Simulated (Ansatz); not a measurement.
TePb: band structure with PBE

**Experimental background.**

A printed reference work, monograph reports, for a bulk crystal of TePb at 4.2 K: band gap 0.19 eV (direct).

TePb:

```
Pb Te
1.0
     0.00000    3.23100    3.23100
     3.23100    0.00000    3.23100
     3.23100    3.23100    0.00000
Pb Te
1 1
Direct
  0.00000 0.00000 0.00000
  0.50000 0.50000 0.50000
```

- Program: Ansatz 0.2.0
- Task: band structure
- Functional: PBE
- Potentials or basis: Ansatz PAW
- Cutoff: 420 eV (not typed: the program's choice for these potentials)
- k mesh: 7 × 7 × 7
- Occupations: fermi-dirac, width 0.05 eV
- Spin: no spin polarisation
- Path: [["G", "X", "W", "K", "G", "L", "U", "W", "L", "K"], ["U", "X"]]
- Points for each segment of the path: 14

* Pressure: 2.1 GPa
* Band gap along the path: 0.73 eV, direct

Levels at the corners of the path, in eV from the Fermi level:
```
point  band 11  band 12  band 13  band 14  band 15  band 16  band 17  band 18  band 19  band 20
    Γ   -12.43    -6.00    -1.76    -1.76    -1.76     3.67     3.67     3.67     5.41     5.41
    X   -10.75    -7.69    -4.91    -3.21    -3.21     2.89     5.06     5.06     6.29     9.86
    W   -10.60    -8.38    -4.20    -4.20    -0.77     1.26     4.82     4.82     6.44     6.44
    K   -10.66    -8.36    -4.53    -2.71    -2.49     3.17     3.38     4.73     5.53     8.48
    Γ   -12.43    -6.00    -1.76    -1.76    -1.76     3.67     3.67     3.67     5.41     5.41
    L   -11.00    -8.98    -1.30    -1.30    -0.40     0.33     0.87     0.87     7.97     8.88
    U   -10.66    -8.36    -4.53    -2.71    -2.49     3.17     3.38     4.73     5.53     8.48
    W   -10.60    -8.38    -4.20    -4.20    -0.77     1.26     4.82     4.82     6.44     6.44
    L   -11.00    -8.98    -1.30    -1.30    -0.40     0.33     0.87     0.87     7.97     8.88
    K   -10.66    -8.36    -4.53    -2.71    -2.49     3.17     3.38     4.73     5.53     8.48
    U   -10.66    -8.36    -4.53    -2.71    -2.49     3.17     3.38     4.73     5.53     8.48
    X   -10.75    -7.69    -4.91    -3.21    -3.21     2.89     5.06     5.06     6.29     9.86
```

It took 3.1 s on 2 threads of Arm Neoverse V1, with other jobs on the host, peak memory 0.38 GiB.

Against the measured gap of TePb, 0.19 eV (direct; 4.2 K; a printed reference work, monograph), the calculated 0.73 eV is off by +0.54 eV. Spin-orbit coupling on Pb, Te is left out. The value is that of PBE, without temperature or zero-point motion.

Caveat: this odd mesh misses L, where the gap lies, so gap, dielectric constants and Born charges aren't listed; spin-orbit coupling is left out, which moves the levels of the heavy elements.
